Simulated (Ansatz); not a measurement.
TiO2:

```
CELL_PARAMETERS angstrom
2.70603 -2.70666 0.00000
2.70603 2.70666 0.00000
-2.63353 0.00000 4.79664
ATOMIC_POSITIONS crystal
Ti 0.86589 0.13411 0.75000
Ti 0.13411 0.86589 0.25000
O 0.08876 0.33122 0.16715
O 0.91124 0.66878 0.83285
O 0.66878 0.91124 0.33285
O 0.33122 0.08876 0.66715
```

The cell is a database's computed one.

| Quantity | Value |
| --- | --- |
| Program | Ansatz 0.2.0 |
| Task | relaxation of cell and atoms |
| Functional | PBEsol |
| Potentials or basis | Ansatz PAW |
| Cutoff | 420 eV (not typed: the program's choice for these potentials) |
| k mesh | 8 × 8 × 6 |
| Occupations | fermi-dirac, width 0.05 eV |
| Spin | no spin polarisation |

At the start: volume 11.71 Å³/atom.

Problem. How do energy, volume and symmetry change on relaxing?

Solution. It ends after 9 steps and the volume is 11.31 Å³/atom (-3.4 %); space group I4_1/amd (No. 141, to 0.05 Å).

The path:
| step | energy change (eV) | largest force (eV/Å) | volume (Å³) |
| --- | --- | --- | --- |
| 1 | 0.0000 | 0.2355 | 70.26 |
| 2 | -0.0645 | 0.0765 | 68.54 |
| 3 | -0.0739 | 0.0846 | 67.85 |
| 4 | -0.0765 | 0.0363 | 67.89 |
| 5 | -0.0767 | 0.0089 | 67.96 |
| 6 | -0.0768 | 0.0041 | 67.95 |
| 7 | -0.0686 | 0.0046 | 67.95 |
| 8 | -0.0690 | 0.0005 | 67.87 |
| 9 | -0.0686 | 0.0005 | 67.87 |

Final structure:
```xyz
6
Lattice="2.6655 -2.6656 -0.0197 2.6655 2.6656 -0.0197 -2.6290 0.0000 4.7959" Properties=species:S:1:pos:R:3 pbc="T T T"
Ti    0.6937   -1.9990    3.5772
Ti    2.0082    1.9990    1.1793
O     0.6727    0.6659    0.7833
O     2.0293   -0.6659    3.9732
O     3.3438    0.6659    1.5752
O    -0.6419   -0.6659    3.1812
```

Caveat: the plane-wave basis is chosen anew once the cell has moved, so the energies of steps on either side of that aren't comparable; the pressure holds a Pulay correction of +0.7 GPa for the finite cutoff; the PAW data sets come from PBE, with cores solved anew for the run's functional, which leaves a small shift of forces and pressure.
